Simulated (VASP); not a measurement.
# MnO (P6_3mc) in VASP: further runs, part 2 of 2

VASP 6.6.1. The steps go on from the part before.

## (3) Single point, PBEsol, collinear spin, ferromagnetic start

Contents of INCAR:

```
SYSTEM = MnO
PREC = Accurate ; ENCUT = 250
EDIFF = 1E-6 ; ISMEAR = 0
SIGMA = 0.05 ; LREAL = .FALSE.
LASPH = .TRUE. ; NELM = 100
ALGO = Normal ; ISIF = 2
LWAVE = .FALSE. ; LCHARG = .FALSE.
ISPIN = 2 ; MAGMOM = 4 4 0 0
LORBIT = 11 ; LMAXMIX = 4
GGA = PS ; NBANDS = 31
ADDGRID = .FALSE.
```

Contents of KPOINTS:

```
Automatic mesh
0
G
  4 4 3
  0 0 0
```

Contents of POSCAR:

```
MnO
1.0
    3.3717000000      0.0000000000      0.0000000000
   -1.6858500000      2.9199778539      0.0000000000
    0.0000000000      0.0000000000      5.3855000000
Mn O
2 2
Direct
    0.6666666667      0.3333333333      0.5109600000
    0.3333333333      0.6666666667      0.0109600000
    0.6666666667      0.3333333333      0.8754700000
    0.3333333333      0.6666666667      0.3754700000
```

Potentials or basis: VASP PAW PBE potentials, release 64 (Mn_pv, O).

Run with:

```
cat potpaw_PBE.64/Mn_pv/POTCAR potpaw_PBE.64/O/POTCAR > POTCAR
mpirun -np 1 vasp_std > vasp.out
```

OUTCAR:

```text
SYSTEM = MnO
   PREC = Accurate
   ENCUT = 250
   EDIFF = 1E-6
   ISMEAR = 0
   LREAL = .FALSE.
   LASPH = .TRUE.
   NELM = 100
   ISIF = 2
   ISPIN = 2
   LORBIT = 11
   GGA = PS

 Found      8 irreducible k-points:

 Following reciprocal coordinates:
            Coordinates               Weight
  0.000000  0.000000  0.000000      1.000000
  0.250000  0.000000  0.000000      6.000000
  0.500000  0.000000  0.000000      3.000000
  0.250000  0.250000  0.000000      6.000000
  0.000000  0.000000  0.333333      2.000000
  0.250000  0.000000  0.333333     12.000000
   k-points           NKPTS =      8   k-points in BZ     NKDIM =      8   number of bands    NBANDS=     31
   number of dos      NEDOS =    301   number of ions     NIONS =      4
   total plane-waves  NPLWV =   9072
   dimension x,y,z NGX =    18 NGY =   18 NGZ =   28
   dimension x,y,z NGXF=    36 NGYF=   36 NGZF=   56
   ions per type =               2   2
   NGX,Y,Z   is equivalent  to a cutoff of   8.88,  8.88,  8.64 a.u.
   NGXF,Y,Z  is equivalent  to a cutoff of  17.75, 17.75, 17.29 a.u.
 SYSTEM =  MnO
   PREC   = accura    normal or accurate (medium, high low for compatibility)
[... 487 lines left out ...]
  --------------------------------------------------------------------------------------
  -------------------------------------------------------------------------------------
  Total      -24.5708074    -24.5708074    -22.0772813      0.0000000      0.0000000      0.0000000
  in kB     -742.4641623   -742.4641623   -667.1164645      0.0000000      0.0000000      0.0000000
  external PRESSURE =    -717.3482630 kB  Pullay stress =       0.0000000 kB

 VOLUME and BASIS-vectors are now :
 -----------------------------------------------------------------------------
  energy-cutoff  :      250.00
  volume of cell :       53.02
      direct lattice vectors                 reciprocal lattice vectors
     3.371700000  0.000000000  0.000000000     0.296586292  0.171234175  0.000000000
    -1.685850000  2.919977854  0.000000000     0.000000000  0.342468351  0.000000000
     0.000000000  0.000000000  5.385500000     0.000000000  0.000000000  0.185683781

 POSITION                                       TOTAL-FORCE (eV/Angst)
 -----------------------------------------------------------------------------------
      1.68585      0.97333      2.75178         0.000000      0.000000     -0.655208
     -0.00000      1.94665      0.05903        -0.000000      0.000000     -0.655208
      1.68585      0.97333      4.71484         0.000000      0.000000      0.655208
     -0.00000      1.94665      2.02209        -0.000000      0.000000      0.655208
 -----------------------------------------------------------------------------------
    total drift:                                0.000001      0.000002     -0.004456

  FREE ENERGIE OF THE ION-ELECTRON SYSTEM (eV)
  ---------------------------------------------------
  free  energy   TOTEN  =       -34.8445864757 eV

  energy  without entropy=      -34.8439221064  energy(sigma->0) =      -34.84425429

 total charge

# of ion       s       p       d       tot
------------------------------------------
    1        0.245   6.256   4.968  11.469
    2        0.245   6.256   4.968  11.469
    3        1.737   3.559   0.000   5.296
    4        1.737   3.559   0.000   5.296
--------------------------------------------------
tot          3.965  19.629   9.936  33.530

 magnetization (x)

# of ion       s       p       d       tot
------------------------------------------
    1        0.036   0.066   4.318   4.420
    2        0.036   0.066   4.318   4.420
    3        0.018   0.175   0.000   0.193
    4        0.018   0.175   0.000   0.193
--------------------------------------------------
tot          0.107   0.482   8.637   9.225
```

OSZICAR:

```text
N       E                     dE             d eps       ncg     rms          rms(c)
DAV:   1     0.296727682182E+03    0.29673E+03   -0.14831E+04  1048   0.921E+02
DAV:   2    -0.183989584324E+02   -0.31513E+03   -0.29588E+03  1062   0.319E+02
DAV:   3    -0.382008674940E+02   -0.19802E+02   -0.19495E+02  1104   0.899E+01
DAV:   4    -0.383845086854E+02   -0.18364E+00   -0.18357E+00  1090   0.928E+00
DAV:   5    -0.383861606450E+02   -0.16520E-02   -0.16519E-02  1090   0.866E-01    0.212E+01
DAV:   6    -0.353085065658E+02    0.30777E+01   -0.19183E+01  1181   0.415E+01    0.196E+01
DAV:   7    -0.349430248168E+02    0.36548E+00   -0.20301E+00  1007   0.167E+01    0.125E+01
DAV:   8    -0.348818262627E+02    0.61199E-01   -0.30127E-01  1146   0.387E+00    0.636E+00
DAV:   9    -0.348406903644E+02    0.41136E-01   -0.59148E-02  1006   0.221E+00    0.948E-01
DAV:  10    -0.348439622976E+02   -0.32719E-02   -0.16779E-02  1062   0.107E+00    0.282E-01
DAV:  11    -0.348443862809E+02   -0.42398E-03   -0.13407E-03  1125   0.247E-01    0.896E-02
DAV:  12    -0.348445326166E+02   -0.14634E-03   -0.10992E-04  1111   0.702E-02    0.389E-02
DAV:  13    -0.348445714573E+02   -0.38841E-04   -0.34221E-05  1076   0.290E-02    0.296E-02
DAV:  14    -0.348445854797E+02   -0.14022E-04   -0.93503E-06  1048   0.203E-02    0.122E-02
DAV:  15    -0.348445865904E+02   -0.11108E-05   -0.16446E-06   877   0.762E-03    0.257E-03
DAV:  16    -0.348445864757E+02    0.11467E-06   -0.21527E-07   610   0.323E-03
   1 F= -.34844586E+02 E0= -.34844254E+02  d E =-.664369E-03  mag=     9.9584
```

stdout:

```text
POSCAR found type information on POSCAR MnO
 POSCAR found :  2 types and       4 ions
 scaLAPACK will be used
 -----------------------------------------------------------------------------
|                                                                             |
|                                                                             |
|     You enforced a specific xc type in the INCAR file but a different       |
|     I HOPE YOU KNOW WHAT YOU ARE DOING!                                     |
|                                                                             |
 -----------------------------------------------------------------------------

 LDA part: xc-table for (Slater+PW92), standard interpolation
 POSCAR, INCAR and KPOINTS ok, starting setup
 FFT: planning ... GRIDC
 FFT: planning ... GRID_SOFT
 FFT: planning ... GRID
 WAVECAR not read
 entering main loop
```

It took 11 s on 1 thread of AMD EPYC 9R45 (Zen 5), shared host; peak memory 0.1 GiB.

The run converged, but a check on its numbers failed (symmetry, net force, bounds or a known fault of this set-up), so they aren't taken as properties of the crystal.

Caveat: the k mesh is coarse (spacing up to 0.54 Å⁻¹), so the values aren't converged; the cutoff lies under the usual one of these potentials, so the numbers hold a large basis-set error; a pressure of tens of GPa on the cell as given is suspect, and the run, the potentials or the cell itself is likely at fault; the PAW data sets were made with another functional, which shifts forces and pressure a little; semilocal functionals often make such compounds metallic where correlation or magnetic order opens a gap, which also shifts bond lengths; only a ferromagnetic start was run, and an antiferromagnetic order may lie lower in energy.

## (4) Single point, PBEsol, collinear spin, ferromagnetic start

Changes to INCAR since step 3:

```diff
@@ -1,3 +1,3 @@
 SYSTEM = MnO
-PREC = Accurate ; ENCUT = 250
+PREC = Accurate ; ENCUT = 550
 EDIFF = 1E-6 ; ISMEAR = 0
```

Contents of KPOINTS:

```
Automatic mesh
0
G
  3 3 2
  0 0 0
```

POSCAR is that of step 3.

Run with:

```
cat potpaw_PBE.64/Mn_pv/POTCAR potpaw_PBE.64/O/POTCAR > POTCAR
mpirun -np 1 vasp_std > vasp.out
```

It took 20 s on 1 thread of AMD EPYC 9R45 (Zen 5), shared host; peak memory 0.17 GiB.

The run converged, but some of its settings lie outside the range that counts as converged, so its numbers aren't taken as properties of the crystal.

Results:

```
Free energy                                           : -34.2631 eV
Pressure                                              : 0.8 GPa
Largest force                                         : 0.611 eV/Å
Band gap on the k mesh                                : none (metal or under the smearing width)
Net moment                                            : 9.88 μB per cell
Site moments                                          : Mn +4.38; O +0.20 μB
Valence electrons inside the program's atomic spheres : Mn 11.43; O 4.99
```

Caveat: the k mesh is coarse (spacing up to 0.72 Å⁻¹), so the values aren't converged; the PAW data sets were made with another functional, which shifts forces and pressure a little; semilocal functionals often make such compounds metallic where correlation or magnetic order opens a gap, which also shifts bond lengths; only a ferromagnetic start was run, and an antiferromagnetic order may lie lower in energy.

## (5) For comparison

An earlier run on the cell as given: functional PBE; potentials or basis VASP PAW PBE potentials, release 64 (Mn_pv, O); cutoff 520 eV; k mesh 9 × 9 × 5; occupations fermi-dirac, width 0.05 eV; collinear spin, ferromagnetic start; starting moments [4.0, 4.0, 0.0, 0.0] μB.

* Pressure: 6.5 GPa
* Largest force: 0.663 eV/Å
* Band gap on the k mesh: none (metal or under the smearing width)
* Net moment: 9.99 μB per cell
* Site moments: Mn +4.41; O +0.20 μB
* Valence electrons inside the program's atomic spheres: Mn 11.43; O 5.02
